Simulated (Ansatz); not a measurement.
Working through a charge-density difference against the sublattices of TiO₂, space group R-3m

Computed with Ansatz's Python interface.

Run as a notebook:

```python
from dataclasses import dataclass
import warnings

import ansatz
import numpy as np
```

```python
@dataclass(frozen=True)
class Options:
    functional: str = "pbesol"
    occupations: str = "fermi_dirac"
    smearing_width: float = 0.15
    ecut: int = 460
    mesh: tuple[int, ...] = (8, 8, 8)
```

```python
cfg = Options()
```

```python
vectors0 = np.array([
    [1.4973312, 0.86448457, 6.98154439],
    [-1.4973312, 0.86448457, 6.98154439],
    [0.0, -1.72896914, 6.98154439],
])
sites = [
    ("Ti", (0.0, 0.0, 0.0)),
    ("O", (0.620467, 0.620467, 0.620467)),
    ("O", (0.379533, 0.379533, 0.379533)),
]


def on_lattice(cell):
    crystal = ansatz.Crystal(lattice=ansatz.Lattice.of(cell))
    for symbol, position in sites:
        crystal = crystal.atom(symbol, position)
    return crystal
```

```python
warnings.simplefilter("ignore", ansatz.DeckWarning)
```

```python
# same cell, cutoff and mesh for the crystal and its parts
def solve(crystal):
    return (
        crystal.calculation()
        .functional(cfg.functional)
        .occupations(cfg.occupations, width=cfg.smearing_width)
        .basis(cfg.ecut, grid_basis="typed")
        .kpoints(*cfg.mesh)
        .density()
        .run(threads=1)
    )


whole = solve(on_lattice(vectors0))
difference = whole.density().channels[0].density_e_per_ang3.copy()
binding = whole.report["free_energy_ev"]
for element in ["Ti", "O"]:
    part = ansatz.Crystal(lattice=ansatz.Lattice.of(vectors0))
    for symbol, position in sites:
        if symbol == element:
            part = part.atom(symbol, position)
    alone = solve(part)
    difference -= alone.density().channels[0].density_e_per_ang3
    binding -= alone.report["free_energy_ev"]
    print(f"{element} sublattice: {alone.report['n_electrons']:g} electrons, {alone.report['n_iterations']} iterations")
```

    Ti sublattice: 12 electrons, 7 iterations
    O sublattice: 12 electrons, 7 iterations

```python
voxel = abs(np.linalg.det(vectors0)) / difference.size
print(f"energy of the crystal less its unpolarised sublattices: {binding / len(sites):.4f} eV/atom")
print(f"net charge of the difference {difference.sum() * voxel:.5f} e, charge rearranged {0.5 * np.abs(difference).sum() * voxel:.3f} e")
print(f"extremes {difference.min():.4f} and {difference.max():.4f} e/A^3")
for (symbol, position) in sites:
    index = tuple(int(round(p * n)) % n for p, n in zip(position, difference.shape))
    print(f"  change of the pseudo-density at the grid point nearest {symbol}: {difference[index]:+.4f} e/A^3")
profile = difference.mean(axis=(0, 1))
print("planar mean along the third vector:", np.round(profile[:: max(len(profile) // 12, 1)], 4))
```

    energy of the crystal less its unpolarised sublattices: -6.1901 eV/atom
    net charge of the difference -0.00000 e, charge rearranged 0.844 e
    extremes -0.2669 and 0.2799 e/A^3
      change of the pseudo-density at the grid point nearest Ti: -0.2669 e/A^3
      change of the pseudo-density at the grid point nearest O: +0.1143 e/A^3
      change of the pseudo-density at the grid point nearest O: +0.1143 e/A^3
    planar mean along the third vector: [-0.0195 -0.0157 -0.008  -0.0002  0.007   0.0113  0.0123  0.0123  0.012
      0.0097  0.0036 -0.0041 -0.012  -0.0184]

What to keep in mind:
- The run is spin-unpolarised.
- Grid values close to the nuclei reflect the PAW or pseudopotential construction, not the all-electron fields.
- The structure comes from a database of computed cells and needn't be a stable or known phase.
- Charge moved counts every rearrangement, bonding and polarisation too, and is no transfer between atoms; the bare sublattices are artificial references. Values near the nuclei depend on the potentials.
- Finished in 11 s on 1 thread of Arm Neoverse V1, with other jobs on the host, peak memory 0.47 GiB.
